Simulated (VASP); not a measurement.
This VASP 6.6.1 run on CdS needs a look.

The input INCAR:

```
SYSTEM = CdS
AEXX = 0.05 ; ALGO = Normal
EDIFF = 1E-6 ; ENCUT = 520
GGA = PE ; HFRCUT = -1
ISIF = 2 ; ISMEAR = -1
LASPH = .True. ; LCHARG = .False.
LHFCALC = .True. ; LREAL = .False.
LWAVE = .False. ; NELM = 79
PREC = Accurate ; PRECFOCK = Fast
SIGMA = 0.05
```

The input KPOINTS:

```
k-points
0
Gamma
  2 2 2
  0 0 0
```

POSCAR

```
CdS
1.0
    0.0000000000      5.2028800000      5.2028800000
    5.2028800000      0.0000000000      5.2028800000
    5.2028800000      5.2028800000      0.0000000000
Cd S
1 1
Direct
    0.0000000000      0.0000000000      0.0000000000
    0.5000000000      0.5000000000      0.5000000000
```

Potentials or basis: VASP PAW PBE potentials, release 64 (Cd, S).

Command:

```sh
$ cat potpaw_PBE.64/Cd/POTCAR potpaw_PBE.64/S/POTCAR > POTCAR
$ mpirun -np 1 vasp_std > vasp.out
```

OUTCAR:

```text
SYSTEM = CdS
   AEXX = 0.05
   EDIFF = 1E-6
   ENCUT = 520
   GGA = PE
   ISIF = 2
   ISMEAR = -1
   LASPH = .True.
   LHFCALC = .True.
   LREAL = .False.
   NELM = 79
   PREC = Accurate
   PRECFOCK = Fast

 ion  position               nearest neighbor table
   1  0.000  0.000  0.000-
   2  0.500  0.500  0.500-

  LATTYP: Found a face centered cubic cell.
 ALAT       =    10.4057600000

  Lattice vectors:

[... 175 lines left out ...]

  FORCE on cell =-STRESS in cart. coord.  units (eV):
  Direction    XX          YY          ZZ          XY          YZ          ZX
  --------------------------------------------------------------------------------------
  -------------------------------------------------------------------------------------
  Total       -0.6774521     -0.6774521     -0.6774521      0.0000000      0.0000000      0.0000000
  in kB       -3.8532550     -3.8532550     -3.8532550      0.0000000      0.0000000      0.0000000
  external PRESSURE =      -3.8532550 kB  Pullay stress =       0.0000000 kB

 VOLUME and BASIS-vectors are now :
 -----------------------------------------------------------------------------
  energy-cutoff  :      520.00
  volume of cell :      281.68
      direct lattice vectors                 reciprocal lattice vectors
     0.000000000  5.202880000  5.202880000    -0.096100621  0.096100621  0.096100621
     5.202880000  0.000000000  5.202880000     0.096100621 -0.096100621  0.096100621
     5.202880000  5.202880000  0.000000000     0.096100621  0.096100621 -0.096100621

 POSITION                                       TOTAL-FORCE (eV/Angst)
 -----------------------------------------------------------------------------------
      0.00000      0.00000      0.00000        -0.000000     -0.000000     -0.000000
      5.20288      5.20288      5.20288         0.000000      0.000000      0.000000
 -----------------------------------------------------------------------------------
    total drift:                                0.000000      0.000000     -0.000000

  FREE ENERGIE OF THE ION-ELECTRON SYSTEM (eV)
  ---------------------------------------------------
  free  energy   TOTEN  =        -0.6245792006 eV

  energy  without entropy=       -0.5321867915  energy(sigma->0) =       -0.57838300
```

On the terminal:

```text
POSCAR found type information on POSCAR CdS
 POSCAR found :  2 types and       2 ions
 scaLAPACK will be used
 LDA part: xc-table for (Slater+PW92), standard interpolation
 POSCAR, INCAR and KPOINTS ok, starting setup
 FFT: planning ... GRIDC
 FFT: planning ... GRID_SOFT
 FFT: planning ... GRID
 HFRCUT set to (new)   8.13306544830318
 WAVECAR not read
 entering main loop
```

Diagnose the run.

The run converged. The input holds a flaw that was put in on purpose: cell typed in bohr. The program doesn't stop on it, so the numbers can't be trusted though the run ends normally.
